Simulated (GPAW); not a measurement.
A run of GPAW 26.7.0 is set up as follows.

File run.py:

```python
from ase import Atoms
from ase.dft.bandgap import bandgap
from ase.io import write
from ase.units import GPa
from gpaw import GPAW, PW

atoms = Atoms(['Zn', 'Zn', 'S', 'S'],
              cell=[[3.811, 0.0, 0.0],
                    [-1.9055, 3.3004228138, 0.0],
                    [0.0, 0.0, 6.234]],
              scaled_positions=[[0.6666666667, 0.3333333333, 0.5],
                                [0.3333333333, 0.6666666667, 0.0],
                                [0.6666666667, 0.3333333333, 0.885],
                                [0.3333333333, 0.6666666667, 0.385]],
              pbc=True)

calc = GPAW(mode=PW(600),
            xc='mBEEF',
            kpts={'size': (6, 6, 3), 'gamma': True},
            occupations={'name': 'fermi-dirac', 'width': 0.05},
            nbands=31,
            convergence={'density': 1e-05, 'energy': 1e-05},
            maxiter=150,
            txt='gpaw.txt')
atoms.calc = calc
energy = atoms.get_potential_energy()
forces = atoms.get_forces()
stress = atoms.get_stress()
calc.write('gs.gpw')
write('result.traj', atoms)
print(f'Energy: {energy:.6f} eV')
print('Forces (eV/A):')
print(forces.round(4))
print('Stress (GPa):', (stress / GPa).round(3))
print('Fermi level:', round(calc.get_fermi_level(), 4), 'eV')
print(f'Gap: {bandgap(calc)[0]:.4f} eV, direct: {bandgap(calc, direct=True)[0]:.4f} eV')

path = atoms.cell.bandpath('GMKGALHA,LM,KH', npoints=100, eps=1e-4)
bs_calc = calc.fixed_density(kpts=path, symmetry='off', nbands=48,
                             convergence={'bands': 'CBM+6.0', 'eigenstates': 1e-6}, txt='bands.txt')
bs = bs_calc.band_structure()
bs.write('bs.json')
print(f'Gap on the path: {bandgap(bs_calc)[0]:.4f} eV')
```

Potentials or basis: GPAW PAW data sets (gpaw-data 1.2.1), pw.

Command:

```bash
$ OMP_NUM_THREADS=1 python run.py
```

(1) Predict the band gap along the path.

(2) Predict the pressure.

## Answers

(1) 3.08 eV, direct.

(2) 1.6 GPa.

Caveat: the PAW data sets were made with another functional, which shifts forces and pressure a little.

**Measured values to compare with.**

From a printed reference work, monograph, for a bulk crystal of ZnS at 4 K: band gap 3.911 eV (direct).

Against the measured gap of ZnS, 3.911 eV (direct; 4 K; a printed reference work, monograph), the calculated 3.08 eV is off by -0.83 eV. The value is that of mBEEF, without temperature or zero-point motion.
